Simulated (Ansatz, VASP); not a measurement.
# MgO: VASP beside Ansatz

```
CELL_PARAMETERS angstrom
2.52114 0.00000 0.00000
0.00000 2.52114 0.00000
0.00000 0.00000 2.52114
ATOMIC_POSITIONS crystal
Mg 0.00000 0.00000 0.00000
O 0.50000 0.50000 0.50000
```

Alike in both runs: functional PBE; k mesh 14 × 14 × 14; occupations fermi-dirac, width 0.05 eV; no spin polarisation.

Ansatz relaxed the structure, and its values are those at the end. VASP's run is a single point on that final structure, the one shown.

|  | VASP | Ansatz |
| --- | --- | --- |
| version | VASP 6.6.1 | Ansatz 0.2.0 |
| potentials or method | VASP PAW PBE potentials, release 64 (Mg, O), cutoff 520 eV | all-electron LAPW, scalar-relativistic |

VASP gave:

| Property | Result |
| --- | --- |
| gap on the k mesh at the Fermi level (eV) | 3.84 |

**Question.** What did Ansatz give for the same quantities?

**Answer.** gap on the k mesh at the Fermi level (eV): 3.85.

Ansatz ran all-electron here, so the differences hold the error of VASP's frozen core and of both bases.

 A k mesh can miss the band edges. As with any semilocal functional, this PBE gap is likely too small.
